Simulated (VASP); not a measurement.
# Relaxed cell of BaTiO3: a test of cutoff and mesh, part 2 of 2

How far does the relaxed cell of BaTiO3 depend on cutoff and k mesh? The starting structure is a measured crystal structure from the Crystallography Open Database. The first relaxation on each setting starts from this cell expanded by 3 % in volume.

VASP 6.6.1.

Results so far: reference 12.65 Å³ an atom.

## 3. Relaxation with a cutoff of 400 eV

Level of this step: PBEsol, spin-polarised from an antiferromagnetic start; plane waves and PAW (Ba_sv, Ti_sv, O) (VASP).

Against step 2 the input has ENCUT = 400. This run starts from the cell of an earlier relaxation, which isn't shown; the restart sets up the plane waves anew.

INCAR

```
SYSTEM = BaTiO3
PREC = Accurate
ENCUT = 400
EDIFF = 1E-06
NELM = 100
ISMEAR = 0
SIGMA = 0.03
LREAL = .FALSE.
ALGO = Normal
GGA = PS
NBANDS = 55
ISPIN = 2
MAGMOM = 0 0 1 -1 0 0 0 0 0 0
LASPH = .TRUE.
LMAXMIX = 4
LORBIT = 11
LWAVE = .FALSE.
LCHARG = .FALSE.
KPAR = 16
IBRION = 2
NSW = 50
ISIF = 3
EDIFFG = -0.006
```

POSCAR

```
BaTiO3
1.0
    3.9609071219      0.0000000000      0.0000000000
    0.0000000000      3.9609071219      0.0000000000
    0.0000000000      0.0000000000      7.9215226004
Ba Ti O
2 2 6
Direct
    0.5000000000      0.5000000000      0.2500000000
    0.5000000000      0.5000000000      0.7500000000
    0.0000000000      0.0000000000      0.0000000000
    0.0000000000      0.0000000000      0.5000000000
    0.0000000000      0.0000000000      0.2500000000
    0.0000000000      0.0000000000      0.7500000000
    0.0000000000      0.5000000000      0.0000000000
    0.0000000000      0.5000000000      0.5000000000
    0.5000000000      0.0000000000      0.0000000000
    0.5000000000      0.0000000000      0.5000000000
```

KPOINTS

```
Automatic mesh
0
Gamma
6 6 4
0 0 0
```

Potentials, in the order of the species: Ba_sv, Ti_sv and O (PBE family, release 64).

On the command line:

```
> mpirun -np 16 vasp_std
```

Log:

```text
[banner, memory and clock lines left out]
running   16 mpi-ranks, on    1 nodes
[...]
[... a notice as in an earlier step ...]

 [... a notice as in an earlier step ...]

 LDA part: xc-table for (Slater+PW92), standard interpolation
 POSCAR, INCAR and KPOINTS ok, starting setup
[...]
entering main loop
       N       E                     dE             d eps       ncg     rms          rms(c)
DAV:   1     0.838287766782E+03    0.83829E+03   -0.33615E+04  6600   0.131E+03
DAV:   2     0.103747632389E+02   -0.82791E+03   -0.76834E+03  7251   0.403E+02
DAV:   3    -0.969932083577E+02   -0.10737E+03   -0.10541E+03  8486   0.151E+02
DAV:   4    -0.103646219662E+03   -0.66530E+01   -0.66326E+01 10024   0.332E+01
[...]
DAV:  14    -0.840176480560E+02   -0.13063E-04   -0.54958E-05  9770   0.523E-02    0.303E-02
DAV:  15    -0.840176642800E+02   -0.16224E-04   -0.22412E-05  7562   0.252E-02    0.124E-02
DAV:  16    -0.840176643268E+02   -0.46849E-07   -0.43757E-06  8222   0.848E-03
[...]
2 F= -.84010308E+02 E0= -.84010308E+02  d E =0.735591E-02  mag=    -0.0000
 trial-energy change:    0.007356  1 .order    0.007567   -0.027473    0.042607
 step:   0.3963(harm=  0.3920)  dis= 0.00000  next Energy=   -84.023122 (dE=-0.546E-02)
[...]
N       E                     dE             d eps       ncg     rms          rms(c)
DAV:   1    -0.840951798101E+02   -0.84871E-01   -0.21118E+00  8236   0.943E+00    0.234E+00
DAV:   2    -0.840328662174E+02    0.62314E-01   -0.22369E-01  8323   0.285E+00    0.826E-01
DAV:   3    -0.840223214646E+02    0.10545E-01   -0.58972E-02  7687   0.978E-01    0.225E-01
DAV:   4    -0.840223676727E+02   -0.46208E-04   -0.11895E-02 10290   0.456E-01    0.201E-01
DAV:   5    -0.840225625787E+02   -0.19491E-03   -0.85560E-04  8458   0.203E-01    0.107E-01
DAV:   6    -0.840230238942E+02   -0.46132E-03   -0.94727E-04 10743   0.991E-02    0.762E-02
DAV:   7    -0.840231607953E+02   -0.13690E-03   -0.32670E-04  9062   0.791E-02    0.131E-02
DAV:   8    -0.840231660392E+02   -0.52439E-05   -0.51777E-05  8079   0.260E-02    0.165E-02
DAV:   9    -0.840231662170E+02   -0.17778E-06   -0.24300E-06  6612   0.779E-03
   3 F= -.84023166E+02 E0= -.84023166E+02  d E =-.550189E-02  mag=    -0.0000
[...]
reached required accuracy - stopping structural energy minimisation
```

Elapsed: 68 s, on 16 MPI ranks of Intel Xeon 6975P-C (Granite Rapids), shared host; peak memory 6.7 GiB; 17 min of CPU time.

OUTCAR, selected parts (step 3):

```text
  Total        0.0076284      0.0076284      0.0132506      0.0000000      0.0000000      0.0000000
  in kB        0.0991253      0.0991253      0.1721807      0.0000000      0.0000000      0.0000000
  external PRESSURE =       0.1234771 kB  Pullay stress =       0.0000000 kB

 POSITION                                       TOTAL-FORCE (eV/Angst)
 -----------------------------------------------------------------------------------
      1.97522      1.97522      1.97519         0.000000     -0.000000      0.000000
      1.97522      1.97522      5.92556        -0.000000     -0.000000      0.000000
      0.00000      0.00000      0.00000        -0.000000      0.000000      0.000000
      0.00000      0.00000      3.95037        -0.000000      0.000000      0.000000
      0.00000      0.00000      1.97519        -0.000000      0.000000      0.000000
      0.00000      0.00000      5.92556        -0.000000      0.000000      0.000000
      0.00000      1.97522     -0.00000        -0.000000      0.000000      0.000000
      0.00000      1.97522      3.95037        -0.000000      0.000000      0.000000
      1.97522      0.00000      0.00000         0.000000      0.000000     -0.000000
      1.97522      0.00000      3.95037         0.000000      0.000000      0.000000
 -----------------------------------------------------------------------------------
    total drift:                               -0.000000     -0.000000      0.000000

  FREE ENERGIE OF THE ION-ELECTRON SYSTEM (eV)
  ---------------------------------------------------
  free  energy   TOTEN  =       -84.0231662170 eV

  energy  without entropy=      -84.0231662170  energy(sigma->0) =      -84.02316622

 magnetization (x)
# of ion       s       p       d       tot
------------------------------------------
    1        0.000   0.000   0.000   0.000
    2        0.000   0.000   0.000   0.000
    3       -0.000  -0.000   0.000   0.000
    4        0.000   0.000  -0.000  -0.000
    5        0.000   0.000   0.000   0.000
    6        0.000   0.000   0.000   0.000
    7        0.000   0.000   0.000   0.000
    8       -0.000  -0.000   0.000  -0.000
    9        0.000   0.000   0.000   0.000
   10       -0.000  -0.000   0.000  -0.000
--------------------------------------------------
tot          0.000   0.000   0.000   0.000

[... 2 parts as in an earlier step ...]

[... 2 further parts left out ...]
[key lines of the parts left out:]
E-fermi :   4.2956
```

With a cutoff of 400 eV the cell ends at 12.330 Å³ an atom, -2.56 % from the reference.

## 4. Relaxation with a 3×3×2 mesh

Against step 2 the input has a 3×3×2 mesh (also changed: KPAR and NCORE). This run starts from the cell of an earlier relaxation, which isn't shown; the restart sets up the plane waves anew.

INCAR, as its differences from that of step 3:

```diff
@@ -2,3 +2,3 @@
 PREC = Accurate
-ENCUT = 400
+ENCUT = 520
 EDIFF = 1E-06
@@ -18,3 +18,4 @@
 LCHARG = .FALSE.
-KPAR = 16
+KPAR = 2
+NCORE = 8
 IBRION = 2
```

POSCAR, as its differences from that of step 3:

```diff
@@ -2,5 +2,5 @@
 1.0
-    3.9609071219      0.0000000000      0.0000000000
-    0.0000000000      3.9609071219      0.0000000000
-    0.0000000000      0.0000000000      7.9215226004
+    3.9881197377      0.0000000000      0.0000000000
+    0.0000000000      3.9881197377      0.0000000000
+    0.0000000000      0.0000000000      7.9621807538
 Ba Ti O
```

KPOINTS

```
Automatic mesh
0
Gamma
3 3 2
0 0 0
```

On the command line:

```
> mpirun -np 16 vasp_std
```

Log:

```text
[banner, memory and clock lines left out]
running   16 mpi-ranks, on    1 nodes
[...]
[... a notice as in an earlier step ...]

 LDA part: xc-table for (Slater+PW92), standard interpolation
 POSCAR, INCAR and KPOINTS ok, starting setup
[...]
entering main loop
       N       E                     dE             d eps       ncg     rms          rms(c)
DAV:   1     0.953271312478E+03    0.95327E+03   -0.38904E+04  1320   0.157E+03
DAV:   2     0.370910435389E+02   -0.91618E+03   -0.85261E+03  1380   0.452E+02
DAV:   3    -0.962955108129E+02   -0.13339E+03   -0.13046E+03  1735   0.169E+02
DAV:   4    -0.103889465093E+03   -0.75940E+01   -0.75685E+01  1976   0.369E+01
[...]
DAV:  14    -0.838205316834E+02   -0.33102E-04   -0.58618E-05  1946   0.531E-02    0.329E-02
DAV:  15    -0.838205387986E+02   -0.71151E-05   -0.27560E-05  1579   0.261E-02    0.941E-03
DAV:  16    -0.838205383805E+02    0.41802E-06   -0.29657E-06  1578   0.895E-03
   1 F= -.83820538E+02 E0= -.83820538E+02  d E =-.838205E+02  mag=     0.0000
[...]
reached required accuracy - stopping structural energy minimisation
```

The job ended after 10 s (16 MPI ranks; peak memory 2.1 GiB; 2.4 min of CPU time).

Parts of OUTCAR (step 4):

```text
  Total        0.0001422      0.0001422     -0.0067062      0.0000000      0.0000000      0.0000000
  in kB        0.0017993      0.0017993     -0.0848429      0.0000000      0.0000000      0.0000000
  external PRESSURE =      -0.0270814 kB  Pullay stress =       0.0000000 kB

 POSITION                                       TOTAL-FORCE (eV/Angst)
 -----------------------------------------------------------------------------------
      1.99406      1.99406      1.99055        -0.000000     -0.000000      0.000000
      1.99406      1.99406      5.97164         0.000000      0.000000     -0.000000
      0.00000      0.00000      0.00000         0.000000      0.000000      0.000000
      0.00000      0.00000      3.98109         0.000000      0.000000      0.000000
      0.00000      0.00000      1.99055         0.000000      0.000000      0.000000
      0.00000      0.00000      5.97164         0.000000      0.000000      0.000000
      0.00000      1.99406      0.00000         0.000000      0.000000      0.000000
      0.00000      1.99406      3.98109         0.000000      0.000000      0.000000
      1.99406      0.00000      0.00000         0.000000      0.000000      0.000000
      1.99406      0.00000      3.98109         0.000000      0.000000     -0.000000
 -----------------------------------------------------------------------------------
    total drift:                                0.000000     -0.000000      0.000000

  FREE ENERGIE OF THE ION-ELECTRON SYSTEM (eV)
  ---------------------------------------------------
  free  energy   TOTEN  =       -83.8205383805 eV

  energy  without entropy=      -83.8205383805  energy(sigma->0) =      -83.82053838

 magnetization (x)
# of ion       s       p       d       tot
------------------------------------------
    1        0.000   0.000   0.000   0.000
    2        0.000   0.000   0.000   0.000
    3        0.000  -0.000   0.000   0.000
    4       -0.000   0.000  -0.000  -0.000
    5        0.000   0.000   0.000   0.000
    6        0.000   0.000   0.000   0.000
    7       -0.000  -0.000   0.000  -0.000
    8        0.000   0.000   0.000   0.000
    9       -0.000  -0.000   0.000  -0.000
   10        0.000   0.000   0.000   0.000
--------------------------------------------------
tot          0.000   0.000   0.000   0.000

[... 1 part as in an earlier step ...]

[... 3 further parts left out ...]
[key lines of the parts left out:]
E-fermi :   3.8468
```

With a 3×3×2 mesh the cell ends at 12.664 Å³ an atom, +0.08 % from the reference.

## 5. Relaxation with a cutoff of 680 eV

Against step 2 the input has ENCUT = 680. This run starts from the cell of an earlier relaxation, which isn't shown; the restart sets up the plane waves anew.

INCAR, as its differences from that of step 4:

```diff
@@ -2,3 +2,3 @@
 PREC = Accurate
-ENCUT = 520
+ENCUT = 680
 EDIFF = 1E-06
@@ -18,4 +18,3 @@
 LCHARG = .FALSE.
-KPAR = 2
-NCORE = 8
+KPAR = 16
 IBRION = 2
```

POSCAR, as its differences from that of step 4:

```diff
@@ -2,5 +2,5 @@
 1.0
-    3.9881197377      0.0000000000      0.0000000000
-    0.0000000000      3.9881197377      0.0000000000
-    0.0000000000      0.0000000000      7.9621807538
+    3.9834106416      0.0000000000      0.0000000000
+    0.0000000000      3.9834106416      0.0000000000
+    0.0000000000      0.0000000000      7.9665350135
 Ba Ti O
```

KPOINTS

```
Automatic mesh
0
Gamma
6 6 4
0 0 0
```

On the command line:

```
> mpirun -np 16 vasp_std
```

Log:

```text
[... set-up lines as in an earlier step ...]
 entering main loop
       N       E                     dE             d eps       ncg     rms          rms(c)
DAV:   1     0.108749954747E+04    0.10875E+04   -0.45378E+04  6600   0.191E+03
DAV:   2     0.707677549392E+02   -0.10167E+04   -0.94260E+03  6804   0.509E+02
DAV:   3    -0.929981731650E+02   -0.16377E+03   -0.15769E+03  8355   0.191E+02
DAV:   4    -0.103778133551E+03   -0.10780E+02   -0.10742E+02 10208   0.448E+01
[...]
DAV:  14    -0.839865886655E+02   -0.24005E-04   -0.74217E-05  9758   0.692E-02    0.330E-02
DAV:  15    -0.839865987943E+02   -0.10129E-04   -0.33120E-05  7833   0.302E-02    0.105E-02
DAV:  16    -0.839865988859E+02   -0.91570E-07   -0.31942E-06  7722   0.825E-03
   1 F= -.83986599E+02 E0= -.83986599E+02  d E =-.839866E+02  mag=    -0.0000
[...]
reached required accuracy - stopping structural energy minimisation
```

The job ended after 63 s (16 MPI ranks; peak memory 12 GiB).

From OUTCAR (step 5):

```text
  Total       -0.0532991     -0.0532991     -0.0505176      0.0000000     -0.0000000      0.0000000
  in kB       -0.6755402     -0.6755402     -0.6402854      0.0000000     -0.0000000      0.0000000
  external PRESSURE =      -0.6637886 kB  Pullay stress =       0.0000000 kB

 POSITION                                       TOTAL-FORCE (eV/Angst)
 -----------------------------------------------------------------------------------
      1.99171      1.99171      1.99163        -0.000000      0.000000      0.000000
      1.99171      1.99171      5.97490        -0.000000      0.000000     -0.000000
      0.00000      0.00000      0.00000        -0.000000      0.000000     -0.000000
      0.00000      0.00000      3.98327        -0.000000      0.000000     -0.000000
      0.00000      0.00000      1.99163         0.000000      0.000000     -0.000000
      0.00000      0.00000      5.97490         0.000000      0.000000      0.000000
      0.00000      1.99171      0.00000        -0.000000     -0.000000     -0.000000
      0.00000      1.99171      3.98327        -0.000000     -0.000000     -0.000000
      1.99171      0.00000      0.00000        -0.000000      0.000000     -0.000000
      1.99171      0.00000      3.98327        -0.000000      0.000000     -0.000000
 -----------------------------------------------------------------------------------
    total drift:                                0.000000     -0.000000     -0.000000

  FREE ENERGIE OF THE ION-ELECTRON SYSTEM (eV)
  ---------------------------------------------------
  free  energy   TOTEN  =       -83.9865988859 eV

  energy  without entropy=      -83.9865988859  energy(sigma->0) =      -83.98659889

 magnetization (x)
# of ion       s       p       d       tot
------------------------------------------
    1        0.000   0.000   0.000   0.000
    2        0.000   0.000   0.000   0.000
    3        0.000   0.000   0.000   0.000
    4       -0.000  -0.000  -0.000  -0.000
    5        0.000   0.000   0.000   0.000
    6        0.000   0.000   0.000   0.000
    7        0.000   0.000   0.000   0.000
    8       -0.000  -0.000   0.000  -0.000
    9        0.000   0.000   0.000   0.000
   10       -0.000  -0.000   0.000  -0.000
--------------------------------------------------
tot          0.000   0.000   0.000   0.000

[... 2 parts as in an earlier step ...]

[... 2 further parts left out ...]
[key lines of the parts left out:]
E-fermi :   3.9715
```

With a cutoff of 680 eV the cell ends at 12.641 Å³ an atom, -0.10 % from the reference.

## 6. Relaxation with an 8×8×4 mesh

Against step 2 the input has an 8×8×4 mesh. This run starts from the cell of an earlier relaxation, which isn't shown; the restart sets up the plane waves anew.

INCAR, as its differences from that of step 5:

```diff
@@ -2,3 +2,3 @@
 PREC = Accurate
-ENCUT = 680
+ENCUT = 520
 EDIFF = 1E-06
```

POSCAR, as its differences from that of step 5:

```diff
@@ -2,5 +2,5 @@
 1.0
-    3.9834106416      0.0000000000      0.0000000000
-    0.0000000000      3.9834106416      0.0000000000
-    0.0000000000      0.0000000000      7.9665350135
+    3.9846664376      0.0000000000      0.0000000000
+    0.0000000000      3.9846664376      0.0000000000
+    0.0000000000      0.0000000000      7.9693324070
 Ba Ti O
```

KPOINTS

```
Automatic mesh
0
Gamma
8 8 4
0 0 0
```

On the command line:

```
> mpirun -np 16 vasp_std
```

Log:

```text
[... set-up lines as in an earlier step ...]
 entering main loop
       N       E                     dE             d eps       ncg     rms          rms(c)
DAV:   1     0.954857534911E+03    0.95486E+03   -0.38985E+04  9900   0.157E+03
DAV:   2     0.378167127348E+02   -0.91704E+03   -0.84796E+03 10579   0.449E+02
DAV:   3    -0.956008304451E+02   -0.13342E+03   -0.13059E+03 12616   0.170E+02
DAV:   4    -0.103860823048E+03   -0.82600E+01   -0.82301E+01 15064   0.383E+01
[...]
DAV:  14    -0.839638881879E+02   -0.23839E-04   -0.70800E-05 14609   0.672E-02    0.343E-02
DAV:  15    -0.839638977907E+02   -0.96029E-05   -0.31467E-05 11593   0.293E-02    0.106E-02
DAV:  16    -0.839638979214E+02   -0.13069E-06   -0.31320E-06 11685   0.840E-03
   1 F= -.83963898E+02 E0= -.83963898E+02  d E =-.839639E+02  mag=     0.0000
[...]
reached required accuracy - stopping structural energy minimisation
```

It took 56 s on 16 MPI ranks; peak memory 9.9 GiB; 14 min of CPU time.

Parts of OUTCAR (step 6):

```text
  Total       -0.0334929     -0.0334929     -0.0334741      0.0000000      0.0000000     -0.0000000
  in kB       -0.4240895     -0.4240895     -0.4238519      0.0000000      0.0000000     -0.0000000
  external PRESSURE =      -0.4240103 kB  Pullay stress =       0.0000000 kB

 POSITION                                       TOTAL-FORCE (eV/Angst)
 -----------------------------------------------------------------------------------
      1.99233      1.99233      1.99233        -0.000000     -0.000000      0.000000
      1.99233      1.99233      5.97700        -0.000000     -0.000000      0.000000
      0.00000      0.00000      0.00000         0.000000      0.000000      0.000000
      0.00000      0.00000      3.98467         0.000000      0.000000      0.000000
      0.00000      0.00000      1.99233        -0.000000     -0.000000      0.000000
      0.00000      0.00000      5.97700        -0.000000     -0.000000      0.000000
      0.00000      1.99233      0.00000        -0.000000     -0.000000     -0.000000
      0.00000      1.99233      3.98467        -0.000000     -0.000000      0.000000
      1.99233      0.00000      0.00000         0.000000      0.000000     -0.000000
      1.99233      0.00000      3.98467         0.000000      0.000000      0.000000
 -----------------------------------------------------------------------------------
    total drift:                                0.000000     -0.000000      0.000000

  FREE ENERGIE OF THE ION-ELECTRON SYSTEM (eV)
  ---------------------------------------------------
  free  energy   TOTEN  =       -83.9638979214 eV

  energy  without entropy=      -83.9638979214  energy(sigma->0) =      -83.96389792

[... 2 parts as in an earlier step ...]

[... 3 further parts left out ...]
[key lines of the parts left out:]
E-fermi :   3.9872
```

With an 8×8×4 mesh the cell ends at 12.653 Å³ an atom, +0.00 % from the reference.

## 7. The runs compared

| run | volume (Å³/atom) | change (%) | pressure left (GPa) | core minutes |
| --- | --- | --- | --- | --- |
| reference | 12.653 | - | -0.04 | 41.9 |
| a cutoff of 400 eV | 12.33 | -2.56 | 0.01 | 44.0 |
| a 3×3×2 mesh | 12.664 | 0.08 | 0.0 | 14.5 |
| a cutoff of 680 eV | 12.641 | -0.1 | -0.07 | 62.2 |
| an 8×8×4 mesh | 12.653 | 0.0 | -0.04 | 52.0 |

Core minutes are wall time times ranks, summed over the relaxations behind a row (those for a bulk modulus apart), on shared hosts.

## 8. Summary of results

- volume of the reference: 12.65 Å³/atom
- volume against the reference, a cutoff of 400 eV: -2.56 %
- volume against the reference, a 3×3×2 mesh: +0.08 %
- volume against the reference, a cutoff of 680 eV: -0.10 %
- volume against the reference, an 8×8×4 mesh: +0.00 %

**Reading.** The volume moves most with a cutoff of 400 eV: -2.56 % against the reference (520 eV, 6×6×4 mesh). On finer settings it changes by -0.10 % with a cutoff of 680 eV and +0.00 % with an 8×8×4 mesh, not denser along every axis. The relaxations stop with up to 0.07 GPa left, which at a bulk modulus of 50 GPa, to name a scale, is 0.13 % of the volume. That understates it: a restart alone still moved the volume by up to 0.8 %. A cell that shrinks at the lower cutoff is the usual mark of Pulay stress, the error that a plane-wave basis makes when it is kept while the volume changes. Further runs on this material are not shown.

[Lines on the potential files, build, host, timing and source positions are cut from VASP's logs without a mark.]

[Logs are printed without paths, hosts, clocks, repeated set-up lines and the standing remarks that a program may print on its own settings, such as how far it seeks lower states.]

[Hosts, paths, dates, database ids (printed as entryN), source tags and the programs' standing remarks are cut or masked in the printed files.]
